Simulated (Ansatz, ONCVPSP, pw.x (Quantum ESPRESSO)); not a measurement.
pw.x on diamond Os: one setting changed

Potential: optimised norm-conserving Vanderbilt (ONCV), ONCVPSP 4.0.1.1 (patched build), PBE; core [Kr] 4d10 4f14, reference 5s2 5p6 5d6 6s2; waves: 5s+6s: rc 1.70 bohr, ncon 4, nbas 8, qcut 5.7 1/bohr, 2 projectors; 5p: rc 1.75 bohr, ncon 4, nbas 8, qcut 8.4 1/bohr, 2 projectors, debl 2.3 Ha; 5d: rc 2.30 bohr, ncon 4, nbas 8, qcut 6.1 1/bohr, 2 projectors, debl 3.5 Ha; local part: polynomial inside 1.35 bohr (lpopt 1, dvloc0 0 Ha); core correction: Teter function, fcfact 4.8, rcfact 1.3.

The reference run (k-mesh 8³, cutoffs 80/320 Ry, Fermi–Dirac 0.01 Ry, mixing_beta 0.4, conv_thr 1e-9, no spin) gives -1.19 GPa at 21.376 Å³/atom, where all-electron LAPW gives 0.80 GPa. This run, with its own iteration cap, changes nspin = 2 with starting_magnetization to -0.3.

```
&control
  calculation='scf', prefix='x', pseudo_dir='./', outdir='./tmp', tstress=.true., disk_io='none'
/
&system
  ibrav=0, nat=2, ntyp=1, ecutwfc=80, ecutrho=320, nbnd=26,
  occupations='smearing', smearing='fd', degauss=0.01, nspin=2, starting_magnetization(1)=-0.3
/
&electrons
  conv_thr=1e-09, mixing_beta=0.4, electron_maxstep=50
/
ATOMIC_SPECIES
Os 1.0 Os.UPF
CELL_PARAMETERS angstrom
  0.00000000 2.77529283 2.77529283
  2.77529283 0.00000000 2.77529283
  2.77529283 2.77529283 0.00000000
ATOMIC_POSITIONS crystal
Os 0.0000 0.0000 0.0000
Os 0.2500 0.2500 0.2500
K_POINTS automatic
8 8 8 0 0 0
```

```bash
pw.x < Os.scf.in > Os.scf.out
```

Task: How does the run end?

Result: It converges in 11 iterations; the free energy moves by +0.0 meV/atom and the pressure by +0.01 GPa. The result is that of the reference run.

```
Message from routine setup:
     using ibrav=0 with symmetry is DISCOURAGED, use correct ibrav instead
     lattice parameter (alat)  =       7.4169  a.u.
     unit-cell volume          =     288.5048 (a.u.)^3
     number of electrons       =        32.00
     number of Kohn-Sham states=           26
     kinetic-energy cutoff     =      80.0000  Ry
     charge density cutoff     =     320.0000  Ry
     scf convergence threshold =      1.0E-09
     Exchange-correlation= PBE
     atomic species   magnetization
     number of k points=    29  Fermi-Dirac smearing, width (Ry)=  0.0100
     iteration #  1     ecut=    80.00 Ry     beta= 0.40
     total energy              =    -395.17001096 Ry
     estimated scf accuracy    <       0.35800489 Ry
     total magnetization       =    -2.03 Bohr mag/cell
     absolute magnetization    =     2.03 Bohr mag/cell
     iteration #  2     ecut=    80.00 Ry     beta= 0.40
     total energy              =    -395.31418851 Ry
     estimated scf accuracy    <       0.14947083 Ry
     total magnetization       =    -1.46 Bohr mag/cell
     absolute magnetization    =     1.46 Bohr mag/cell
     iteration #  3     ecut=    80.00 Ry     beta= 0.40
     total energy              =    -395.34865919 Ry
     estimated scf accuracy    <       0.00285080 Ry
     total magnetization       =    -0.29 Bohr mag/cell
     absolute magnetization    =     0.31 Bohr mag/cell
     [... 5 iterations left out ...]
     iteration #  9     ecut=    80.00 Ry     beta= 0.40
     total energy              =    -395.35170538 Ry
     estimated scf accuracy    <       0.00000001 Ry
     total magnetization       =     0.00 Bohr mag/cell
     absolute magnetization    =     0.00 Bohr mag/cell
     iteration # 10     ecut=    80.00 Ry     beta= 0.40
     total energy              =    -395.35170539 Ry
     estimated scf accuracy    <          4.1E-09 Ry
     total magnetization       =     0.00 Bohr mag/cell
     absolute magnetization    =     0.00 Bohr mag/cell
     iteration # 11     ecut=    80.00 Ry     beta= 0.40
     the Fermi energy is    15.3394 ev
!    total energy              =    -395.35170539 Ry
     estimated scf accuracy    <          5.1E-11 Ry
     smearing contrib. (-TS)   =      -0.00772103 Ry
     The total energy is F=E-TS. E is the sum of the following terms:
     one-electron contribution =    -145.51543224 Ry
     hartree contribution      =      83.60786289 Ry
     xc contribution           =     -70.49258873 Ry
     ewald contribution        =    -262.94382628 Ry
     total magnetization       =     0.00 Bohr mag/cell
     absolute magnetization    =     0.00 Bohr mag/cell
     convergence has been achieved in  11 iterations
          total   stress  (Ry/bohr**3)                   (kbar)     P=      -11.84
     Message from routine punch:
     Nothing written, as per user request (disk_io='none')
```

The run took about 1.9 min on one core of a shared host (Neoverse-V1, 64 threads, 503 GiB, load 11).
